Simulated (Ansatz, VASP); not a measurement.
# One calculation of Ga, two programs

POSCAR

```
Ga
1.0
   -2.9924103506      2.9924103506      2.9924103506
    2.9924103506     -2.9924103506      2.9924103506
    2.9924103506      2.9924103506     -2.9924103506
Ga
6
Direct
    0.2500000000      0.1250000000      0.8750000000
    0.1250000000      0.8750000000      0.2500000000
    0.7500000000      0.3750000000      0.6250000000
    0.8750000000      0.2500000000      0.1250000000
    0.6250000000      0.7500000000      0.3750000000
    0.3750000000      0.6250000000      0.7500000000
```

Contents of INCAR.step1:

```
SYSTEM = Ga
  PREC = Accurate
  ENCUT = 520
  ISMEAR = 0
  SIGMA = 0.1
  LREAL = .False.
  LASPH = .True.
  NELM = 100
  NBANDS = 48
  GGA = PE
  ALGO = Normal
  EDIFF = 1E-4
  LWAVE = .True.
  LCHARG = .False.
```

The input INCAR.step2:

```
SYSTEM = Ga
  PREC = Accurate
  ENCUT = 520
  EDIFF = 1E-7
  ISMEAR = 0
  SIGMA = 0.1
  LREAL = .False.
  LASPH = .True.
  NELM = 100
  ALGO = Normal
  ISIF = 2
  LWAVE = .False.
  LCHARG = .False.
  METAGGA = R2SCAN
  LMIXTAU = .True.
  NBANDS = 48
  ISTART = 1
```

The input KPOINTS:

```
Automatic mesh
0
Gamma
  4 4 4
  0 0 0
```

Input for Ansatz:

```yaml
crystal:
  lattice:
    - [-2.9924103506, 2.9924103506, 2.9924103506]
    - [2.9924103506, -2.9924103506, 2.9924103506]
    - [2.9924103506, 2.9924103506, -2.9924103506]
  atoms:
    - { symbol: Ga, position: [0.25, 0.125, 0.875] }
    - { symbol: Ga, position: [0.125, 0.875, 0.25] }
    - { symbol: Ga, position: [0.75, 0.375, 0.625] }
    - { symbol: Ga, position: [0.875, 0.25, 0.125] }
    - { symbol: Ga, position: [0.625, 0.75, 0.375] }
    - { symbol: Ga, position: [0.375, 0.625, 0.75] }
basis:
  ecutwfc: 500
kpoints:
  mp_grid: { grid: [4, 4, 4] }
hamiltonian:
  xc: r2scan
scf:
  occupations: { method: gaussian, width: 0.1 }
  lower_state_search: "off"
output:
  forces: true
  stress: true
  eigenvalues: true
```

Alike in both runs: task single point; functional r2SCAN; k mesh 4 × 4 × 4; occupations gaussian, width 0.1 eV; no spin polarisation.

|  | VASP | Ansatz |
| --- | --- | --- |
| version | VASP 6.6.1 | Ansatz 0.2.0 |
| potentials or method | VASP PAW PBE potentials, release 64 (Ga_d) | scalar-relativistic, plane waves, PAW |
| plane-wave cutoff (eV) | 520 | 500 |
| valence electrons in the cell | 78 | 78 |

Ansatz gave:

```
gap on the k mesh at the Fermi level (eV) : none
pressure (GPa)                            : 0.6
```

Question: Which values does VASP return?

Answer: gap on the k mesh at the Fermi level (eV): none; pressure (GPa): 0.7.

A gap of «none» marks a metal or a gap that the smearing closes. With one functional, cell and mesh, what is left measures potentials, basis and numerics.

Caveats: the k mesh is coarse (spacing up to 0.37 Å⁻¹), so the values aren't converged; the PAW data sets were made with another functional, which shifts forces and pressure a little (VASP).
